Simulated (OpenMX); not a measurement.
# HfC (Fm-3m) in OpenMX: equation of state, part 2 of 2

OpenMX 3.8.5.

## 3. Single point, PBE, 12.82 Å³/atom (volume scaled by 1.02)

Contents of HfC.dat:

```
System.CurrrentDirectory             ./
System.Name                          HfC
DATA.PATH                            ./DFT_DATA13
level.of.stdout                      1
level.of.fileout                     0
Species.Number                       2
<Definition.of.Atomic.Species
  Hf  Hf7.0-s3p2d2f1         Hf_PBE13
  C   C6.0-s2p2d1            C_PBE13
Definition.of.Atomic.Species>

Atoms.Number                         2
Atoms.SpeciesAndCoordinates.Unit     FRAC
<Atoms.SpeciesAndCoordinates
    1  Hf    0.5000000000    0.5000000000    0.5000000000   6.000  6.000
    2  C     0.0000000000    0.0000000000    0.0000000000   2.000  2.000
Atoms.SpeciesAndCoordinates>

Atoms.UnitVectors.Unit               Ang
<Atoms.UnitVectors
     0.0000000000    2.3403977997    2.3403977997
     2.3403977997    0.0000000000    2.3403977997
     2.3403977997    2.3403977997    0.0000000000
Atoms.UnitVectors>

scf.XcType                           GGA-PBE
scf.SpinPolarization                 off
scf.ElectronicTemperature            580.226
scf.maxIter                          100
scf.EigenvalueSolver                 band
scf.Kgrid                            11 11 11
scf.Mixing.Type                      rmm-diisk
scf.Init.Mixing.Weight               0.05
scf.Min.Mixing.Weight                0.001
scf.Max.Mixing.Weight                0.3
scf.Mixing.History                   25
scf.Mixing.StartPulay                8
scf.criterion                        1.0e-8
MD.Type                              nomd
scf.Ngrid                            32 32 32
scf.energycutoff                     400.0
```

Potentials or basis: OpenMX 2013 PBE set, Hf7.0-s3p2d2f1, C6.0-s2p2d1, fixed grid of 32 × 32 × 32 points.

Started as:

```console
$ openmx HfC.dat -nt 1 > HfC.std
```

HfC.out:

```text
Required cutoff energy (Ryd) for 3D-grids = 387.5109
      Used cutoff energy (Ryd) for 3D-grids = 387.5109, 387.5109, 387.5109
  Num. of grids of a-, b-, and c-axes = 32, 32, 32

  Num.Grid1.    32
  Num.Grid2.    32
  Num.Grid3.    32

  Cell_Volume =    173.019696714594 (Bohr^3)
  GridVol     =      0.005280142112 (Bohr^3)
  Cell vectors (bohr) of the grid cell (gtv)
    gtv_a =  0.000000000000,  0.138209704553,  0.138209704553
    gtv_b =  0.138209704553,  0.000000000000,  0.138209704553
    gtv_c =  0.138209704553,  0.138209704553,  0.000000000000
    |gtv_a| =  0.195458038631
    |gtv_b| =  0.195458038631
    |gtv_c| =  0.195458038631

***********************************************************

***********************************************************
                  SCF history at MD= 1
***********************************************************

   SCF=   1  NormRD=  1.000000000000  Uele= -15.262781399616
   SCF=   2  NormRD=  1.211666486525  Uele= -15.278874708349
   SCF=   3  NormRD=  1.171515641271  Uele= -15.285082493304
   SCF=   4  NormRD=  0.644408349113  Uele= -15.377598582876
   SCF=   5  NormRD=  0.435995304449  Uele= -15.449433327609
   SCF=   6  NormRD=  0.300203481132  Uele= -15.494066210213
   SCF=   7  NormRD=  0.207572485250  Uele= -15.521192845771
   SCF=   8  NormRD=  0.143916019806  Uele= -15.537591639227
   SCF=   9  NormRD=  0.006302789804  Uele= -15.565889992854
   SCF=  10  NormRD=  0.000528816042  Uele= -15.561664529601
   SCF=  11  NormRD=  0.000367094572  Uele= -15.561659742438
   SCF=  12  NormRD=  0.000025948613  Uele= -15.561706195141
   SCF=  13  NormRD=  0.000000302364  Uele= -15.561693926313
   SCF=  14  NormRD=  0.000000056393  Uele= -15.561694082375
   SCF=  15  NormRD=  0.000000010157  Uele= -15.561694102542
   SCF=  16  NormRD=  0.000000001638  Uele= -15.561694107619

***********************************************************
[... 142 lines left out ...]
  pz          0    0.999728195  0.999728195   1.999456391   0.000000000
   sum over m      2.999184603  2.999184603   5.998369207   0.000000000
  px          1    0.132832667  0.132832667   0.265665333   0.000000000
  py          1    0.132832298  0.132832298   0.265664596   0.000000000
  pz          1    0.132832344  0.132832344   0.265664688   0.000000000
   sum over m      0.398497309  0.398497309   0.796994617   0.000000000
   sum over m+mul  3.397681912  3.397681912   6.795363824   0.000000000
  d3z^2-r^2   0    0.298163525  0.298163525   0.596327050   0.000000000
  dx^2-y^2    0    0.298163707  0.298163707   0.596327415   0.000000000
  dxy         0    0.195886665  0.195886665   0.391773331   0.000000000
  dxz         0    0.195886739  0.195886739   0.391773477   0.000000000
  dyz         0    0.195887428  0.195887428   0.391774855   0.000000000
   sum over m      1.183988064  1.183988064   2.367976128   0.000000000
  d3z^2-r^2   1    0.012129167  0.012129167   0.024258334   0.000000000
  dx^2-y^2    1    0.012129161  0.012129161   0.024258323   0.000000000
  dxy         1   -0.008018987 -0.008018987  -0.016037975   0.000000000
  dxz         1   -0.008018987 -0.008018987  -0.016037973   0.000000000
  dyz         1   -0.008019007 -0.008019007  -0.016038014   0.000000000
   sum over m      0.000201347  0.000201347   0.000402694   0.000000000
   sum over m+mul  1.184189411  1.184189411   2.368378822   0.000000000
  f5z^2-3r^2  0    0.041055808  0.041055808   0.082111616   0.000000000
  f5xz^2-xr^2 0    0.027781407  0.027781407   0.055562813   0.000000000
  f5yz^2-yr^2 0    0.027781502  0.027781502   0.055563003   0.000000000
  fzx^2-zy^2  0    0.019816919  0.019816919   0.039633837   0.000000000
  fxyz        0    0.017860172  0.017860172   0.035720344   0.000000000
  fx^3-3*xy^2 0    0.033091130  0.033091130   0.066182261   0.000000000
  f3yx^2-y^3  0    0.033091128  0.033091128   0.066182256   0.000000000
   sum over m      0.200478066  0.200478066   0.400956131   0.000000000
   sum over m+mul  0.200478066  0.200478066   0.400956131   0.000000000

    2    C          Up spin      Down spin     Sum           Diff
            multiple
  s           0    0.531276732  0.531276732   1.062553463   0.000000000
   sum over m      0.531276732  0.531276732   1.062553463   0.000000000
  s           1    0.002518481  0.002518481   0.005036963   0.000000000
   sum over m      0.002518481  0.002518481   0.005036963   0.000000000
   sum over m+mul  0.533795213  0.533795213   1.067590426   0.000000000
  px          0    0.466592022  0.466592022   0.933184045   0.000000000
  py          0    0.466591871  0.466591871   0.933183743   0.000000000
  pz          0    0.466592047  0.466592047   0.933184094   0.000000000
   sum over m      1.399775941  1.399775941   2.799551881   0.000000000
  px          1   -0.007900179 -0.007900179  -0.015800359   0.000000000
  py          1   -0.007900116 -0.007900116  -0.015800232   0.000000000
  pz          1   -0.007900126 -0.007900126  -0.015800252   0.000000000
   sum over m     -0.023700421 -0.023700421  -0.047400843   0.000000000
   sum over m+mul  1.376075519  1.376075519   2.752151039   0.000000000
  d3z^2-r^2   0    0.002695483  0.002695483   0.005390966   0.000000000
  dx^2-y^2    0    0.002695483  0.002695483   0.005390966   0.000000000
  dxy         0    0.002866323  0.002866323   0.005732646   0.000000000
  dxz         0    0.002866325  0.002866325   0.005732650   0.000000000
  dyz         0    0.002866347  0.002866347   0.005732694   0.000000000
   sum over m      0.013989960  0.013989960   0.027979921   0.000000000
   sum over m+mul  0.013989960  0.013989960   0.027979921   0.000000000

***********************************************************
       xyz-coordinates (Ang) and forces (Hartree/Bohr)
***********************************************************

<coordinates.forces
  2
    1    Hf     2.34040   2.34040   2.34040   0.000000000289 -0.000000000001  0.000000000000
    2     C     0.00000   0.00000   0.00000  -0.000000000290  0.000000000001  0.000000000000
coordinates.forces>

***********************************************************
       Fractional coordinates of the final structure
***********************************************************

     1     Hf     0.50000000000000   0.50000000000000   0.50000000000000
     2      C     0.00000000000000   0.00000000000000   0.00000000000000
```

Run time: 1.9 min. Hardware: 1 thread of Arm Neoverse V1, shared host; peak memory 0.65 GiB.

Results:

| Quantity | Value |
| --- | --- |
| Free energy | -1624.2140 eV |
| Band gap on the k mesh | none (metal or under the smearing width) |

Caveat: the basis of atomic orbitals isn't converged, which shifts pressures, moduli and gaps.

## 4. Single point, PBE, 12.07 Å³/atom (volume scaled by 0.96)

HfC.dat: that of step 3 with these lines changed.

```diff
@@ -20,5 +20,5 @@
 <Atoms.UnitVectors
-     0.0000000000    2.3403977997    2.3403977997
-     2.3403977997    0.0000000000    2.3403977997
-     2.3403977997    2.3403977997    0.0000000000
+     0.0000000000    2.2935772291    2.2935772291
+     2.2935772291    0.0000000000    2.2935772291
+     2.2935772291    2.2935772291    0.0000000000
 Atoms.UnitVectors>
```

Started as:

```console
$ openmx HfC.dat -nt 1 > HfC.std
```

Wall time 1.9 min (1 thread of Arm Neoverse V1, shared host); peak memory 0.67 GiB.

Results (log left out):

```
Free energy            : -1624.1932 eV
Band gap on the k mesh : none (metal or under the smearing width)
```

Caveat: the basis of atomic orbitals isn't converged, which shifts pressures, moduli and gaps.

## 5. Single point, PBE, 13.07 Å³/atom (volume scaled by 1.04)

HfC.dat: that of step 4 with these lines changed.

```diff
@@ -20,5 +20,5 @@
 <Atoms.UnitVectors
-     0.0000000000    2.2935772291    2.2935772291
-     2.2935772291    0.0000000000    2.2935772291
-     2.2935772291    2.2935772291    0.0000000000
+     0.0000000000    2.3555956139    2.3555956139
+     2.3555956139    0.0000000000    2.3555956139
+     2.3555956139    2.3555956139    0.0000000000
 Atoms.UnitVectors>
```

Started as:

```console
$ openmx HfC.dat -nt 1 > HfC.std
```

Run time: 1.7 min. Hardware: 1 thread of Arm Neoverse V1, shared host; peak memory 0.61 GiB.

The run converged. Its results:

```
Free energy            : -1624.1918 eV
Band gap on the k mesh : none (metal or under the smearing width)
```

Caveat: the basis of atomic orbitals isn't converged, which shifts pressures, moduli and gaps.

## 6. Single point, PBE, 11.81 Å³/atom (volume scaled by 0.94)

HfC.dat: that of step 5 with these lines changed.

```diff
@@ -20,5 +20,5 @@
 <Atoms.UnitVectors
-     0.0000000000    2.3555956139    2.3555956139
-     2.3555956139    0.0000000000    2.3555956139
-     2.3555956139    2.3555956139    0.0000000000
+     0.0000000000    2.2775377028    2.2775377028
+     2.2775377028    0.0000000000    2.2775377028
+     2.2775377028    2.2775377028    0.0000000000
 Atoms.UnitVectors>
```

Potentials or basis: OpenMX 2013 PBE set, Hf7.0-s3p2d2f1, C6.0-s2p2d1, fixed grid of 32 × 32 × 32 points.

Started as:

```console
$ openmx HfC.dat -nt 1 > HfC.std
```

Run time: 2.2 min. Hardware: 1 thread of Arm Neoverse V1, shared host; peak memory 0.72 GiB.

The run converged. Its results:

```
Free energy            : -1624.1515 eV
Band gap on the k mesh : none (metal or under the smearing width)
```

Caveat: the basis of atomic orbitals isn't converged, which shifts pressures, moduli and gaps.

## 7. Single point, PBE, 13.32 Å³/atom (volume scaled by 1.06)

HfC.dat: that of step 6 with these lines changed.

```diff
@@ -20,5 +20,5 @@
 <Atoms.UnitVectors
-     0.0000000000    2.2775377028    2.2775377028
-     2.2775377028    0.0000000000    2.2775377028
-     2.2775377028    2.2775377028    0.0000000000
+     0.0000000000    2.3705998121    2.3705998121
+     2.3705998121    0.0000000000    2.3705998121
+     2.3705998121    2.3705998121    0.0000000000
 Atoms.UnitVectors>
```

Started as:

```console
$ openmx HfC.dat -nt 1 > HfC.std
```

Run time: 1.7 min. Hardware: 1 thread of Arm Neoverse V1, shared host; peak memory 0.61 GiB.

It converged, with:

```
Free energy            : -1624.1570 eV
Band gap on the k mesh : none (metal or under the smearing width)
```

Caveat: the basis of atomic orbitals isn't converged, which shifts pressures, moduli and gaps.

## 8. Equation of state, PBE

Potentials or basis: OpenMX 2013 PBE set, Hf7.0-s3p2d2f1, C6.0-s2p2d1, fixed grid of 32 × 32 × 32 points.

No new run: the results of the series are fitted here.

What came out:

```
Equilibrium volume                      : 12.55 Å³/atom
Bulk modulus                            : 241 GPa
Pressure derivative of the bulk modulus : 3.8 (rough: it moves with the points fitted)
```

Energy against volume, from the lowest point:
| volume (Å³/atom) | energy (meV/atom) |
| --- | --- |
| 11.814 | 35.45 |
| 12.065 | 14.61 |
| 12.317 | 3.23 |
| 12.568 | 0.00 |
| 12.819 | 4.20 |
| 13.071 | 15.29 |
| 13.322 | 32.71 |

Caveat: volumes in these bases differ from converged ones by about 1 %, for some elements by several; the basis of atomic orbitals isn't converged, which shifts pressures, moduli and gaps. The run has no spin-orbit coupling, so splittings on Hf are missing.
